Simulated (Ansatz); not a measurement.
Runs of Ansatz 0.2.0 on Tc. Symmetry: P6_3/mmc, No. 194, hexagonal system. Conventional cell: a = 2.740 Å, b = 2.740 Å, c = 4.398 Å, α = 90.00°, β = 90.00°, γ = 120.00°. Tc (site symmetry -6m2) is surrounded by 12 Tc at 2.71 to 2.74 Å. 

```tsv
task	level	cutoff (eV)	smearing	basis error allowed	gap on the mesh (eV)	pressure (GPa)
band structure	LDA	261	fermi-dirac 0.05 eV	0.001 eV/atom	-	-11.9
single point	PBEsol	261	fermi-dirac 0.05 eV	0.001 eV/atom	none	-6.6
band structure	PBE	261	fermi-dirac 0.05 eV	0.001 eV/atom	-	(a)
single point	LDA	261	gaussian 0.05 eV	0.001 eV/atom	none	-11.9
```

Alike in all rows: potentials or basis all-electron LAPW, scalar-relativistic; no spin polarisation; cell as given; k mesh 11 × 11 × 6.

Task: Estimate the missing entries.

Result: (a) 2.9.

A k mesh can miss the band edges, and the runs leave out spin-orbit coupling on Tc.

A gap of «none» marks a metal or a gap under the smearing width.

Not every run made on this cell is shown here.
